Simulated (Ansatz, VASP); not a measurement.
**Two plane-wave programs on B**

Contents of INCAR:

```
ALGO = Normal ; EDIFF = 1E-7
ENCUT = 520 ; GGA = PS
ISIF = 2 ; ISMEAR = 0
LASPH = True ; LCHARG = False
LREAL = False ; LWAVE = False
NBANDS = 8 ; NELM = 80
PREC = Accurate ; SIGMA = 0.15
```

Contents of KPOINTS:

```
k-points
0
Gamma
  33 33 14
```

File POSCAR:

```
B
1.0
    1.6768970722      0.0000000000      0.0000000000
   -0.8384485361      1.4522354640      0.0000000000
    0.0000000000      0.0000000000      3.5263601645
B
1
Direct
    0.0000000000      0.0000000000      0.0000000000
```

Input for Ansatz:

```yaml
crystal:
  lattice:
    - [1.6768970722, 0.0, 0.0]
    - [-0.8384485361, 1.452235464, 0.0]
    - [0.0, 0.0, 3.5263601645]
  atoms:
    - { symbol: B, position: [0.0, 0.0, 0.0] }
basis:
  ecutwfc: 420
kpoints:
  mp_grid: { grid: [33, 33, 14] }
hamiltonian:
  xc: pbesol
scf:
  occupations: { method: gaussian, width: 0.15 }
output:
  forces: true
  stress: true
  eigenvalues: true
```

Change from the starting cell: strain -0.015 along x and y, -0.030 along z, atoms carried along.

Alike in both runs: task single point; functional PBEsol; k mesh 33 × 33 × 14; occupations gaussian, width 0.15 eV; no spin polarisation.

|  | VASP | Ansatz |
| --- | --- | --- |
| version | VASP 6.6.1 | Ansatz 0.2.0 |
| potentials or method | VASP PAW PBE potentials, release 64 (B) | scalar-relativistic, plane waves, PAW |
| plane-wave cutoff (eV) | 520 | 420 |
| valence electrons in the cell | 3 | 3 |

```tsv
	VASP	Ansatz	Ansatz less VASP
gap on the k mesh at the Fermi level (eV)	none	none	-
pressure (GPa)	11.4	11.1	-0.24
largest component of the traceless stress (GPa)	11.44	11.10	-0.342
```

A gap of «none» marks a metal or a gap that the smearing closes.

Caveats: the PAW data sets were made with another functional, which shifts forces and pressure a little (VASP).
